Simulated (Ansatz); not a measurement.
## HfSi3O8 polymorphs, one row open

The calculation used Ansatz, DFT PBE, scalar-relativistic, plane waves, PAW. All cells share a 420 eV cutoff and Γ-centred k meshes spaced at most about 0.3 Å⁻¹ (2π included). No spin polarisation.

These are static total energies at zero pressure. Rows are sorted by volume; energies count from the lowest form computed. Coordination counts O atoms around Hf and Si (those within 1.25 times the shortest such distance or 1.15 times the sum of covalent radii, 1.27 where that leaves under three; a plus sign parts nearer from farther groups; a slash parts the counts of unlike sites). The table shows 5 of 7 forms computed.

| row | form | source | atoms | coordination | V (Å³/atom) | gap on mesh (eV) | ΔE (meV/atom) |
| --- | --- | --- | --- | --- | --- | --- | --- |
| 1 | Cmmm | invented | 12 | Hf 6, Si 4+2/6 | 9.2 | 3.36 | 238 |
| 2 | C2 | invented | 12 | Hf 4, Si 4 | 18.3 | 5.11 | 1 |
| 3 | P1 | invented | 12 | Hf 4, Si 4 | 18.5 | 5.02 | 0 |
| 4 | P-4 | invented | 12 | Hf 4, Si 4 | 18.7 | 4.91 | ? |
| 5 | P3m1 | invented | 12 | Hf 4, Si 4 | 20.1 | 4.49 | 37 |

The cell of row 4:

```yaml
crystal:
  lattice:
    - [5.32283, 0.00000, 0.00000]
    - [0.00000, 5.32283, 0.00000]
    - [0.00000, 0.00000, 7.93651]
  atoms:
    - { symbol: Hf, position: [0.50000, 0.50000, 0.50000] }
    - { symbol: Si, position: [0.00000, 0.00000, 0.00000] }
    - { symbol: Si, position: [0.50000, 0.00000, 0.77814] }
    - { symbol: Si, position: [0.00000, 0.50000, 0.22186] }
    - { symbol: O, position: [0.42269, 0.76876, 0.65548] }
    - { symbol: O, position: [0.93040, 0.25162, 0.10908] }
    - { symbol: O, position: [0.74838, 0.93040, 0.89092] }
    - { symbol: O, position: [0.23124, 0.42269, 0.34452] }
    - { symbol: O, position: [0.57731, 0.23124, 0.65548] }
    - { symbol: O, position: [0.06960, 0.74838, 0.10908] }
    - { symbol: O, position: [0.25162, 0.06960, 0.89092] }
    - { symbol: O, position: [0.76876, 0.57731, 0.34452] }
```

**Question.** How far above the lowest form does the open row lie?

**Answer.** 9 meV/atom, which puts it above row 2 and below row 5. Counting O atoms around Hf and Si, row 4 and the lowest form (row 3) both have Hf 4, Si 4. Shaken at random and relaxed again, this cell came back. Checks: imaginary modes at Γ (to 31i cm⁻¹).

An observed structure of this formula, if there is one, may be missing.

These runs have no spin–orbit coupling, which can matter for Hf. Kohn–Sham gaps at this level usually fall short of measured ones. Cells without such a test can be saddle points. Some candidate types were left out of the draw beforehand, so a known form may be missing.

The open row belongs to a group of tetrahedral frameworks that differ little in energy. With Hf and Si both fourfold, these forms differ mainly in how corner-sharing tetrahedra tilt and link, and bending at bridging oxygen is cheap. Rows 2 and 3 are effectively degenerate. The dense Cmmm form, at 238 meV/atom, probably pays chiefly for raising Si coordination at zero pressure, since Hf itself readily accepts more than four oxygens. Its small volume would favour it under compression.

Among the tetrahedral forms the gap narrows as volume grows, but row 1 breaks this trend, being both densest and narrowest in gap. Density alone therefore doesn't set the gap between O 2p and mainly Hf 5d states.

The imaginary modes of row 4 suggest a shallow tilting instability or numerical noise, as the shaken cell returned. Fourfold Hf is unusual for an oxide, and hafnon plus silica is the familiar equilibrium assemblage; the ranking says nothing about stability against that decomposition.
